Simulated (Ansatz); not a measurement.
## Se: what changed settings do

The reference input for Ansatz (plane-wave DFT with PAW):

```yaml
crystal:
  lattice:
    - [0.0, 3.12556657, 3.12556657]
    - [3.12556657, 0.0, 3.12556657]
    - [3.12556657, 3.12556657, 0.0]
  atoms:
    - { symbol: Se, position: [0.5, 0.5, 0.5] }
    - { symbol: Se, position: [0.75, 0.75, 0.75] }
basis:
  ecutwfc: 420
kpoints:
  mp_grid: { grid: [6, 6, 6] }
hamiltonian:
  xc: pbe
scf:
  occupations: { method: gaussian, width: 0.1 }
output:
  forces: true
  stress: true
  eigenvalues: true
```

Command:

```bash
ansatz run input.yaml --threads 1 --pin off --max-ram 1331MiB --backend cpu --events-out ev --progress --plain --runs-dir out
```

The run converges in 6 SCF iterations on 16 irreducible k-points: pressure 1.61 GPa, no gap.

Settings here are deliberately varied, not converged. Each trial's input is given as a difference from the reference's; energies are extrapolated to zero smearing where there is one, and pressure is positive in compression.

Trial 1:

```diff
 basis:
-  ecutwfc: 420
+  ecutrho_ratio: 4
+  precision: f64
 kpoints:
-  mp_grid: { grid: [6, 6, 6] }
+  mp_grid: { kspacing: 1.1 }
+  band_path: { path: [VBM, CBM], npoints: 5 }
 scf:
-  occupations: { method: gaussian, width: 0.1 }
+  occupations: { method: methfessel_paxton, width: 0.49 }
+  n_extra_bands: 3
+magnetization:
+  spin_polarized: true
```

The run converges in 9 SCF iterations on 3 irreducible k-points: energy 382 meV per atom below the reference, pressure -4.52 GPa, no gap, cell moment 0.00 μB. It warns that no starting moments were given; that the state wasn't tested for a lower one.

Trial 2 (origin moved):

```diff
 crystal:
   atoms:
-    - { symbol: Se, position: [0.5, 0.5, 0.5] }
-    - { symbol: Se, position: [0.75, 0.75, 0.75] }
+    - { symbol: Se, position: [0.635, 0.982, 1.328] }
+    - { symbol: Se, position: [0.885, 1.232, 1.578] }
 hamiltonian:
-  xc: pbe
+  xc: lda
+  hubbard: { sites: [{ species: Se, l: p, u_eff: 8.0 }] }
 scf:
-  occupations: { method: gaussian, width: 0.1 }
+  occupations: { method: gaussian, width: 0.048 }
```

The run converges in 6 SCF iterations on 16 irreducible k-points: pressure -1.70 GPa, no gap. It warns that the count of filled bands differs between k-points. Under a U the state reached may not be the lowest.

Trial 3:

```diff
 basis:
-  ecutwfc: 420
+  ecutwfc: "27 Ry"
 scf:
+  n_extra_bands: 5
+  algorithm: density_mixing
+  max_iter: 66
```

The run converges in 6 SCF iterations on 16 irreducible k-points: energy 0.21 meV per atom above the reference, pressure 1.61 GPa, no gap. It warns that the cutoff lies under the recommended one, 420 eV for these potentials.

Trial 4:

```diff
 scf:
-  occupations: { method: gaussian, width: 0.1 }
+  occupations: { method: methfessel_paxton, width: "0.005 Ry" }
```

The run converges in 5 SCF iterations on 16 irreducible k-points: energy 0.26 meV per atom above the reference, pressure 1.58 GPa, no gap.

Trial 5:

```diff
 basis:
+  precision: f64
 hamiltonian:
-  xc: pbe
+  xc: pbesol
 scf:
-  occupations: { method: gaussian, width: 0.1 }
+  occupations: { method: methfessel_paxton, width: 0.008 }
+  max_iter: 20
```

The run converges in 6 SCF iterations on 16 irreducible k-points: pressure -0.63 GPa, no gap.

Trial 6:

```diff
 hamiltonian:
-  xc: pbe
+  xc: lda
```

The run converges in 6 SCF iterations on 16 irreducible k-points: pressure -1.76 GPa, no gap.

Trial 7:

```diff
 basis:
-  ecutwfc: 420
+  ecutwfc: 30
+  xc_grid: 2
 scf:
-  occupations: { method: gaussian, width: 0.1 }
+  occupations: { method: fermi_dirac, width: "600 K" }
+  max_iter: 98
 output:
-  forces: true
+  forces: false
```

The program refuses the input:

```text
Error: inconsistent input (basis.ecutwfc, kpoints): the smallest per-k basis holds n_pw = 15 plane waves (k-point 0, counted from 0 among those solved) but the deck needs at least 17 band(s) per channel, and no run solves more bands than the smallest per-k basis has plane waves …
```

Next try, with these keys changed back:

```diff
 basis:
-  ecutwfc: 30
+  ecutwfc: 420
```

The run converges in 6 SCF iterations on 16 irreducible k-points: energy 0.19 meV per atom above the reference, pressure 1.61 GPa, no gap.